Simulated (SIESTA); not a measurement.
## Ge under changes of volume

One of the cells (23.092 Å³/atom); the others are scaled copies at fixed shape and fractional positions:

```
Ge
1.0
     0.00000    2.84765    2.84765
     2.84765    0.00000    2.84765
     2.84765    2.84765    0.00000
Ge
2
Direct
  0.75000 0.75000 0.75000
  0.50000 0.50000 0.50000
```

| Property | Result |
| --- | --- |
| Program | SIESTA 5.4.2 |
| Functional | PBEsol |
| Potentials or basis | PseudoDojo 0.4 standard (PBEsol files) |
| Basis | DZP (energy shift 0.003 Ry; two zetas on semicore shells) |
| Grid cutoff | 800 Ry |
| Energy shift | 0.003 Ry |
| k mesh | 8 × 8 × 8 |
| Occupations | fermi-dirac, width 0.05 eV |
| Spin | no spin polarisation |

```csv
volume (Å³/atom),energy over the lowest point (meV/atom),pressure (GPa)
21.281,38.16,7.2
21.733,21.08,4.9
22.186,?,?
23.092,0.00,0.4
23.545,0.96,-1.0
23.997,5.67,-2.2
```

Q: What does the run at 22.186 Å³/atom give?

A: Energy over the lowest point 9.87 meV/atom; pressure 3.1 GPa.

Worked out: A Birch-Murnaghan fit of order 3 (a polynomial in V^(-2/3)) to the other rows has its minimum at 23.17 Å³/atom with B0 = V·E''(V) = 67 GPa and B' = 4.9. It gives 9.42 meV/atom at 22.186 Å³/atom, against the run's 9.87, and -dE/dV = 3.3 GPa, against 3.1.

Energies are extrapolated to zero smearing.

Caveats: the basis of atomic orbitals isn't converged, which shifts pressures, moduli and gaps.
